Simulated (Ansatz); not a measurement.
# BaTiO₃, space group R3m: a scan of the Hubbard U

Program: Ansatz 0.2.0, Python API.

Contents of `batio3.extxyz`:
```text
5
Lattice="2.82736661 1.63238087 2.31839349 -2.82736661 1.63238087 2.31839349 0.0 -3.26476174 2.31839349" Properties=species:S:1:pos:R:3 pbc="T T T"
Ba    0.00000000    0.00000000    0.00000000
Ti   -0.00000000   -0.00000000    3.36978494
O     0.00000000    1.60332449    2.39884175
O    -1.38851974   -0.80166225    2.39884175
O     1.38851974   -0.80166225    2.39884175
```

Notebook, run cell by cell (the value of a cell's last expression is shown):

**Cell 1**
```python
import ansatz
import numpy as np
import pandas as pd
```

**Cell 2**
```python
def count_gap(report):
    # lowest empty less highest filled band, counting bands; zero where they overlap
    return max(report.get("gap_by_band_count_ev") or 0.0, 0.0)
```

**Cell 3**
```python
xtal = ansatz.Crystal.from_extxyz("batio3.extxyz")

job = (
    xtal.calculation()
    .functional(ansatz.Functional.R2SCAN)
    .kpoints(6, center="gamma")
    .occupations(ansatz.OccupationsMethod.FIXED)
    .band_table()
)
rows = []
for u in [1.0, 3.0, 5.0, 7.0]:
    r = job.hubbard("Ti", "d", u_eff=u).run(threads=1, pin="off").report
    shell = r["hubbard"]["n_scf"]
    rows.append((u, count_gap(r), sum(shell) / len(shell), r["n_iterations"]))
print(pd.DataFrame(rows, columns=["U_eff eV", "gap by band count eV", "Ti d occupation (projector)", "iterations"]).round(4).to_string(index=False))
```
Output:
```text
DeckWarning: basis.ecutwfc = 500 eV, auto-derived from the records' recommended cutoffs: set by Ba (their level for a meta-GGA)
 U_eff eV  gap by band count eV  Ti d occupation (projector)  iterations
      1.0                2.8976                       2.2725           8
      3.0                3.1210                       2.1863           8
      5.0                3.3862                       2.0958           8
      7.0                3.7027                       2.0016           9
```

From U = 1 to 7 eV the gap on the mesh goes from 2.90 eV to 3.70 eV.

Notes:
- The run is spin-unpolarised.
- Semilocal gaps usually lie well under measured ones.
- With fixed filling the reported Fermi level is the top filled level among the k-points of the SCF.
- The starting cell is as deposited in a crystallographic database; the results hold for this polymorph, which needn't be the stable one.
- Gaps and levels are Kohn-Sham values on a finite set of k-points, without spin-orbit coupling.
- Warnings are shown shortened and without file and line.
- Shell occupations and the effect of U depend on the projectors; a run with no .spin step is spin-unpolarised, and each U may end in a state that isn't the lowest.
- Finished in 56 s on 1 thread of Arm Neoverse V1, on a shared host, peak memory 0.56 GiB.
